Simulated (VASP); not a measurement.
# NaH (Cmmm) in VASP: a series of runs

Runs on NaH. Level: r2SCAN. Tasks: single point.

Everything below comes from runs of VASP 6.6.1. Logs are shortened: lines on timing, memory, paths and dates and some standing lists are left out, and cuts for length are marked.

**1. The cell of the first run**

It takes space group Cmmm (No. 65, orthorhombic). The conventional cell has a = 4.085 Å, b = 4.273 Å, c = 2.955 Å, α = 90.00°, β = 90.00°, γ = 90.00°. Around Na (site symmetry mmm) lie 8 H at 2.52 to 2.60 Å. H (site symmetry mmm) has 8 Na at 2.52 to 2.60 Å as nearest neighbours.

The cell comes from a database or a generator and needn't be the stable form of this composition.

**2. Single point, r2SCAN (strain +0.0450 x Voigt [0, 0, 0, 1, 0, 0], atoms carried along)**

The input, POSCAR:

```
NaH
1.0
    2.9551240000      0.0000000000      0.0000000000
    0.0000000000      2.9551240000      0.0664902900
    0.0000000000      0.0664902900      2.9551240000
Na H
1 1
Direct
    0.0000000000      0.0000000000      0.0000000000
    0.5000000000      0.5000000000      0.5000000000
```

The input, INCAR.step1:

```
PREC = Accurate
ENCUT = 520
ISMEAR = 0
SIGMA = 0.05
LREAL = False
LASPH = True
NELM = 100
NBANDS = 11
GGA = PE
ALGO = Normal
EDIFF = 1E-4
LWAVE = True
LCHARG = False
```

The input, INCAR.step2:

```
PREC = Accurate
ENCUT = 520
EDIFF = 1E-6
ISMEAR = 0
SIGMA = 0.05
LREAL = False
LASPH = True
NELM = 100
ALGO = Normal
ISIF = 2
LWAVE = False
LCHARG = True
METAGGA = R2SCAN
LMIXTAU = True
LELF = True
LVHAR = True
NBANDS = 11
ISTART = 1
```

The input, KPOINTS:

```
regular mesh
0
Gamma
  10 10 10
```

Potentials or basis: VASP PAW PBE potentials, release 64 (Na_pv, H).

On the command line:

```sh
cat potpaw_PBE.64/Na_pv/POTCAR potpaw_PBE.64/H/POTCAR > POTCAR
cp INCAR.step1 INCAR
mpirun -np 1 vasp_std > vasp.out
cp INCAR.step2 INCAR
mpirun -np 1 vasp_std > vasp.out
```

OUTCAR:

```text
PREC = Accurate
   ENCUT = 520
   EDIFF = 1E-6
   ISMEAR = 0
   LREAL = False
   LASPH = True
   NELM = 100
   ISIF = 2
   METAGGA = R2SCAN
   ISTART = 1

 ion  position               nearest neighbor table
   1  0.000  0.000  0.000-
   2  0.500  0.500  0.500-

  LATTYP: Found a base centered orthorhombic cell.
 ALAT       =     4.0851449694
 B/A-ratio  =     1.0460358056
 C/A-ratio  =     0.7233828964

  Lattice vectors:

 A1 = (   0.0000000000,  -0.0664902900,  -2.9551240000)
 A2 = (   0.0000000000,   2.9551240000,   0.0664902900)
 A3 = (   2.9551240000,   0.0000000000,   0.0000000000)

Analysis of symmetry for initial positions (statically):
=====================================================================
 Subroutine PRICEL returns:
 Original cell was already a primitive cell.

 Routine SETGRP: Setting up the symmetry group for a
 base centered orthorhombic supercell.

 Subroutine GETGRP returns: Found  8 space group operations
 (whereof  8 operations were pure point group operations)
 out of a pool of  8 trial point group operations.

The static configuration has the point symmetry D_2h.

Analysis of symmetry for dynamics (positions and initial velocities):
=====================================================================
 Subroutine PRICEL returns:
 Original cell was already a primitive cell.

 Routine SETGRP: Setting up the symmetry group for a
 base centered orthorhombic supercell.

 Subroutine GETGRP returns: Found  8 space group operations
 (whereof  8 operations were pure point group operations)
 out of a pool of  8 trial point group operations.

The dynamic configuration has the point symmetry D_2h.

 Subroutine INISYM returns: Found  8 space group operations
 (whereof  8 operations are pure point group operations),
 and found     1 'primitive' translations

----------------------------------------------------------------------------------------

                                     Primitive cell

  volume of cell :      25.7933

  direct lattice vectors                    reciprocal lattice vectors
     2.955124000  0.000000000  0.000000000     0.338395275  0.000000000  0.000000000
     0.000000000  2.955124000  0.066490290     0.000000000  0.338566675 -0.007617750
     0.000000000  0.066490290  2.955124000     0.000000000 -0.007617750  0.338566675

  length of vectors
     2.955124000  2.955871921  2.955871921     0.338395275  0.338652364  0.338652364

  position of ions in fractional coordinates (direct lattice)
     0.000000000  0.000000000  0.000000000
     0.500000000  0.500000000  0.500000000

  ion indices of the primitive-cell ions
   primitive index   ion index
                 1           1
                 2           2

----------------------------------------------------------------------------------------

 KPOINTS: regular mesh

Automatic generation of k-mesh.
 Grid dimensions read from file:
 generate k-points for:   10   10   10

 Generating k-lattice:

  Cartesian coordinates                     Fractional coordinates (reciprocal lattice)
     0.033839528  0.000000000  0.000000000     0.100000000  0.000000000  0.000000000
     0.000000000  0.033856667 -0.000761775     0.000000000  0.100000000 -0.000000000
     0.000000000 -0.000761775  0.033856667     0.000000000 -0.000000000  0.100000000

  Length of vectors
     0.033839528  0.033865236  0.033865236

  Shift w.r.t. Gamma in fractional coordinates (k-lattice)
     0.000000000  0.000000000  0.000000000

 Subroutine IBZKPT returns following result:
 ===========================================

 Found    186 irreducible k-points:

 Following reciprocal coordinates:
            Coordinates               Weight
  0.000000  0.000000  0.000000      1.000000
  0.100000  0.000000  0.000000      2.000000
  0.200000  0.000000  0.000000      2.000000
  0.300000  0.000000  0.000000      2.000000
  0.400000  0.000000  0.000000      2.000000
  0.500000  0.000000  0.000000      1.000000
[... 16 lines left out ...]
  0.400000  0.300000 -0.000000      8.000000
  0.500000  0.300000 -0.000000      4.000000
 [... further k-points ...]
   k-points           NKPTS =    186   k-points in BZ     NKDIM =    186   number of bands    NBANDS=     11
   number of dos      NEDOS =    301   number of ions     NIONS =      2
   total plane-waves  NPLWV =  13824
   dimension x,y,z NGX =    24 NGY =   24 NGZ =   24
   dimension x,y,z NGXF=    48 NGYF=   48 NGZF=   48
   ions per type =               1   1
   NGX,Y,Z   is equivalent  to a cutoff of  13.50, 13.50, 13.50 a.u.
   NGXF,Y,Z  is equivalent  to a cutoff of  27.00, 27.00, 27.00 a.u.
 SYSTEM =  unknown system
   PREC   = accura    normal or accurate (medium, high low for compatibility)
   ISTART =      1    job   : 0-new  1-cont  2-samecut
   ICHARG =      0    charge: 1-file 2-atom 10-const
   ISPIN  =      1    spin polarized calculation?
   LNONCOLLINEAR =      F non collinear calculations
   LSORBIT =      F    spin-orbit coupling
   LASPH  =      T    aspherical Exc in radial PAW
   ENCUT  =  520.0 eV  38.22 Ry    6.18 a.u.   5.49  5.50  5.50*2*pi/ulx,y,z
   NELM   =    100;   NELMIN=  2; NELMDL=  0     # of ELM steps
   EDIFF  = 0.1E-05   stopping-criterion for ELM
   LREAL  =      F    real-space projection
   EDIFFG = 0.1E-04   stopping-criterion for IOM
   NSW    =      0    number of steps for IOM
   IBRION =     -1    ionic relax: 0-MD 1-quasi-New 2-CG
   NFREE  =      0    steps in history (QN), initial steepest desc. (CG)
   ISIF   =      2    stress and relaxation
   ISYM   =      2    0-nonsym 1-usesym 2-fastsym
   POTIM  = 0.5000    time-step for ionic-motion
   TEBEG  =    0.0;   TEEND  =   0.0 temperature during run
   PSTRESS=    0.0 pullay stress
   NELECT =       8.0000    total number of electrons
   NUPDOWN=      -1.0000    fix difference up-down
   EMIN   =  10.00;   EMAX   =-10.00  energy-range for DOS
   EFERMI =   0.00;   METHOD = LEGACY
   ISMEAR =     0;   SIGMA  =   0.05  broadening in eV -4-tet -1-fermi 0-gaus
   EFERMI_NEDOS =   21; number of points for ismear=-14 and -15
   IALGO  =     38    algorithm
   IMIX   =      4    mixing-type and parameters
     AMIX     =   0.40;   BMIX     =  1.00
     AMIX_MAG =   1.60;   BMIX_MAG =  1.00
  volume/ion in A,a.u.               =      12.90        87.03
  Fermi-wavevector in a.u.,A,eV,Ry     =   1.108160  2.094119 16.708204  1.228018
  Thomas-Fermi vector in A             =   2.244683
   LORBIT       =      0    0 simple, 1 ext, 2 COOP (PROOUT), +10 PAW based schemes
   METAGGA = R2SCAN    functional components
   LHFCALC =     F    Hartree Fock is set to
   AEXX    =    0.0000 exact exchange contribution
   IVDW    =     0    specifies the selected vdW correction
   LEPSILON=     F    determine dielectric tensor
   LRPA    =     F    only Hartree local field effects (RPA)
 non-spin polarized calculation
 Gauss-broadening in eV      SIGMA  =   0.05
  energy-cutoff  :      520.00
  volume of cell :       25.79
 maximum number of plane-waves:       723
 NGX is ok and might be reduce to    24
   NGX = 11   NGY = 11   NGZ = 11

 number of electron       8.0000005 magnetization

 Free energy of the ion-electron system (eV)
  ---------------------------------------------------
  ext. energy  EPLUGINS =         0.00000000
  ---------------------------------------------------
  free energy    TOTEN  =        -7.29291575 eV

  energy without entropy =       -7.29291575  energy(sigma->0) =       -7.29291575

 E-fermi :   1.3009     XC(G=0):  -8.5634

 val. band max:        1.0472478332   @ k =   0.5000   0.5000   0.5000
 cond. band min:       2.6622304355   @ k =   0.5000   0.0000   0.0000
 fundamental gap:      1.6149826023
 Fermi energy:         1.3009351813

 k-point     1 :       0.0000    0.0000    0.0000
  band No.  band energies     occupation
      1     -24.4207      2.00000
      2     -24.4158      2.00000
      3     -24.4112      2.00000
      4      -4.9008      2.00000
      5      10.7423      0.00000
      6      12.6490      0.00000
      7      12.6705      0.00000
      8      14.3450      0.00000
      9      14.3596      0.00000
     10      14.3785      0.00000
     11      27.1603      0.00000

 k-point     2 :       0.1000    0.0000    0.0000
  band No.  band energies     occupation
      1     -24.4319      2.00000
      2     -24.4193      2.00000
      3     -24.4097      2.00000
      4      -4.7428      2.00000
      5       9.6398      0.00000
      6      11.8062      0.00000
      7      12.8387      0.00000
      8      14.4663      0.00000
      9      14.4978      0.00000
     10      16.6740      0.00000
     11      26.1710      0.00000

 k-point     3 :       0.2000    0.0000    0.0000
  band No.  band energies     occupation
      1     -24.4738      2.00000
      2     -24.4157      2.00000
      3     -24.4060      2.00000
      4      -4.2849      2.00000
      5       7.2609      0.00000
      6      11.9748      0.00000
      7      13.3386      0.00000
      8      14.7766      0.00000
      9      14.8471      0.00000
     10      19.9897      0.00000
     11      24.1176      0.00000
[... 267 lines left out ...]
 k-point    23 :       0.4000    0.3000   -0.0000
  band No.  band energies     occupation
      1     -24.5484      2.00000
      2     -24.5035      2.00000
      3     -24.3935      2.00000
      4      -1.7982      2.00000
      5       4.8006      0.00000
      6       7.4370      0.00000
      7      12.0935      0.00000
      8      15.9504      0.00000
      9      17.3715      0.00000
     10      20.9436      0.00000
     11      21.6596      0.00000

 k-point    24 :       0.5000    0.3000   -0.0000
  band No.  band energies     occupation
      1     -24.5631      2.00000
      2     -24.5013      2.00000
      3     -24.3921      2.00000
      4      -1.4895      2.00000
      5       4.2149      0.00000
      6       7.8615      0.00000
      7      11.4726      0.00000
      8      16.0859      0.00000
      9      17.8399      0.00000
     10      20.3862      0.00000
     11      21.3172      0.00000

 [... further k-points ...]

------------------------ aborting loop because EDIFF is reached ----------------------------------------

  FORCE on cell =-STRESS in cart. coord.  units (eV):
  Direction    XX          YY          ZZ          XY          YZ          ZX
  --------------------------------------------------------------------------------------
  -------------------------------------------------------------------------------------
  Total       -0.1447709     -0.1184909     -0.1184909      0.0000000      0.0333968      0.0000000
  in kB       -8.9925868     -7.3601800     -7.3601800      0.0000000      2.0744778      0.0000000
  external PRESSURE =      -7.9043156 kB  Pullay stress =       0.0000000 kB

 VOLUME and BASIS-vectors are now :
 -----------------------------------------------------------------------------
  energy-cutoff  :      520.00
  volume of cell :       25.79
      direct lattice vectors                 reciprocal lattice vectors
     2.955124000  0.000000000  0.000000000     0.338395275  0.000000000  0.000000000
     0.000000000  2.955124000  0.066490290     0.000000000  0.338566675 -0.007617750
     0.000000000  0.066490290  2.955124000     0.000000000 -0.007617750  0.338566675

 POSITION                                       TOTAL-FORCE (eV/Angst)
 -----------------------------------------------------------------------------------
      0.00000      0.00000      0.00000         0.000000     -0.000000      0.000000
      1.47756      1.51081      1.51081         0.000000      0.000000      0.000000
 -----------------------------------------------------------------------------------
    total drift:                                0.000000      0.000000      0.000000

  FREE ENERGIE OF THE ION-ELECTRON SYSTEM (eV)
  ---------------------------------------------------
  free  energy   TOTEN  =        -7.2929157470 eV

  energy  without entropy=       -7.2929157470  energy(sigma->0) =       -7.29291575
```

Wall time 69 s (1 thread of Intel Xeon Platinum 8375C at 2.90GHz (Ice Lake), shared host); peak memory 0.17 GiB.

Results:

| Item | Value |
| --- | --- |
| Free energy | -7.2929 eV |
| Pressure | -0.8 GPa |
| Band gap on the k mesh | 1.61 eV, indirect (least direct gap 5.10 eV) |

Stress tensor (GPa, compression positive):
```
-0.90  0.00  0.00
 0.00 -0.74  0.21
 0.00  0.21 -0.74
```

Levels at points of the mesh, in eV from the valence-band top:
| k point | band 1 | band 2 | band 3 | band 4 | band 5 | band 6 | band 7 | band 8 |
| --- | --- | --- | --- | --- | --- | --- | --- | --- |
| (0.00, 0.00, 0.00) | -25.47 | -25.46 | -25.46 | -5.95 | 9.70 | 11.60 | 11.62 | 13.30 |
| (0.50, 0.00, 0.00) | -25.63 | -25.45 | -25.44 | -3.48 | 1.61 | 11.97 | 14.82 | 14.97 |
| (0.00, 0.50, 0.00) | -25.63 | -25.45 | -25.45 | -3.48 | 1.62 | 11.92 | 14.41 | 15.10 |
| (0.50, 0.50, 0.00) | -25.60 | -25.60 | -25.43 | -1.80 | 4.83 | 4.83 | 7.76 | 15.59 |
| (0.00, 0.50, 0.50) | -25.61 | -25.59 | -25.43 | -1.82 | 4.46 | 5.22 | 7.79 | 15.67 |
| (0.50, 0.50, 0.50) | -25.59 | -25.58 | -25.56 | 0.00 | 6.99 | 7.29 | 7.62 | 9.70 |

Caveat: the PAW data sets were made with another functional, which shifts forces and pressure a little.

[end of part 1 of 2]
